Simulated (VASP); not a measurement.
Here is a VASP 6.6.1 calculation.

INCAR

```
SYSTEM = GaS
ALGO = Normal ; EDIFF = 1E-7
ENCUT = 520 ; GGA = PS
ISIF = 2 ; ISMEAR = -5
IVDW = 11 ; LASPH = .TRUE.
LCHARG = .FALSE. ; LORBIT = 10
LREAL = .FALSE. ; LWAVE = .FALSE.
NELM = 60 ; PREC = Accurate
SIGMA = 0.05
```

File GaS.cif:

```cif
data_GaS
_cell_length_a 3.58500000
_cell_length_b 3.58500000
_cell_length_c 15.50000000
_cell_angle_alpha 90.00000000
_cell_angle_beta 90.00000000
_cell_angle_gamma 120.00000000
_space_group_name_H-M_alt 'P6_3/mmc'
_space_group_name_Hall '-P 6c 2c'
_space_group_IT_number 194
loop_
_space_group_symop_operation_xyz
'x,y,z'
'-x,-y,-z'
'x-y,x,z+1/2'
'-x+y,-x,-z+1/2'
'-y,x-y,z'
'y,-x+y,-z'
'-x,-y,z+1/2'
'x,y,-z+1/2'
'-x+y,-x,z'
'x-y,x,-z'
'y,-x+y,z+1/2'
'-y,x-y,-z+1/2'
'-y,-x,-z+1/2'
'y,x,z+1/2'
'-x,-x+y,-z'
'x,x-y,z'
'-x+y,y,-z+1/2'
'x-y,-y,z+1/2'
'y,x,-z'
'-y,-x,z'
'x,x-y,-z+1/2'
'-x,-x+y,z+1/2'
'x-y,-y,-z'
'-x+y,y,z'
loop_
_atom_site_label
_atom_site_type_symbol
_atom_site_symmetry_multiplicity
_atom_site_Wyckoff_symbol
_atom_site_fract_x
_atom_site_fract_y
_atom_site_fract_z
_atom_site_occupancy
Ga1 Ga 4 f 0.6666666667 0.3333333333 0.8300000000 1
S1 S 4 f 0.6666666667 0.3333333333 0.4000000000 1
```

The input KPOINTS:

```
k-points
0
G
  9 9 2
  0 0 0
```

POSCAR

```
Ga S 
 1.0000000000000000
     3.5850000000000000    0.0000000000000000    0.0000000000000000
    -1.7924999999999991    3.1047010725672126    0.0000000000000000
     0.0000000000000000    0.0000000000000000   15.5000000000000000
 Ga  S  
   4   4
Cartesian
  1.7925000001792499  1.0349003574189142 12.8650000000000002
 -0.0000000001792492  2.0698007151482982  2.6350000000000007
  0.0000000001792504  2.0698007151482982  5.1150000000000011
  1.7924999998207505  1.0349003574189142 10.3849999999999998
  1.7925000001792499  1.0349003574189142  6.2000000000000002
 -0.0000000001792492  2.0698007151482982  9.2999999999999989
  0.0000000001792504  2.0698007151482982 13.9500000000000011
  1.7924999998207505  1.0349003574189142  1.5499999999999996
```

Potentials or basis: VASP PAW PBE potentials, release 64 (Ga_d, S).

The run is started by

```bash
$ ase convert -i cif -o vasp GaS.cif POSCAR
$ cat potpaw_PBE.64/Ga_d/POTCAR potpaw_PBE.64/S/POTCAR > POTCAR
$ mpirun -np 1 vasp_std > vasp.out
```

Task: Estimate the dispersion energy per atom.

Result: -0.155 eV.

Task: Estimate the pressure.

Result: -2.2 GPa.

Task: Estimate the band gap on the k mesh.

Result: 1.49 eV, indirect (least direct gap 1.56 eV).

Forces in eV/Å, atoms in the order of the input:
```
Ga   0.000  0.000 -0.212
Ga   0.000  0.000  0.212
Ga   0.000  0.000 -0.212
Ga   0.000  0.000  0.212
S    0.000  0.000 -0.137
S    0.000  0.000  0.137
S    0.000  0.000 -0.137
S    0.000  0.000  0.137
```

Caveat: the PAW data sets were made with another functional, which shifts forces and pressure a little; an odd mesh through Γ misses points on the zone boundary, where band edges often lie.

The gap isn't set beside the measured one, since this odd mesh misses points on the zone boundary.
